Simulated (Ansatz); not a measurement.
# Ge in Ansatz: the effect of functional

Crystal: Ge.

```
Ge
1.0
     1.51724   -2.64558    0.00000
     1.51724    2.64558    0.00000
     0.00000    0.00000    4.82032
Ge
2
Direct
  0.33345 0.66655 0.25000
  0.66655 0.33345 0.75000
```

This isn't the form of Ge at room conditions, which is diamond.

The cell isn't the ideal one: volume scaled by 1.06.

Alike in all runs:

| Quantity | Value |
| --- | --- |
| Program | Ansatz 0.2.0 |
| Task | single point |
| Potentials or basis | Ansatz PAW |
| k mesh | 10 × 10 × 6 |
| Occupations | fermi-dirac, width 0.05 eV |
| Spin | no spin polarisation |

```tsv
functional	cutoff	pressure (GPa)
LDA	420 eV (not typed: the program's choice for these potentials)	-5.1
PBEsol	420 eV (not typed: the program's choice for these potentials)	?
r2SCAN	500 eV (not typed: the program's choice for these potentials)	-2.0
```

Problem. What does the run with functional PBEsol give?

Solution. Pressure -3.6 GPa.

Caveats: the PAW data sets come from PBE, with cores solved anew for the run's functional, which leaves a small shift of forces and pressure.
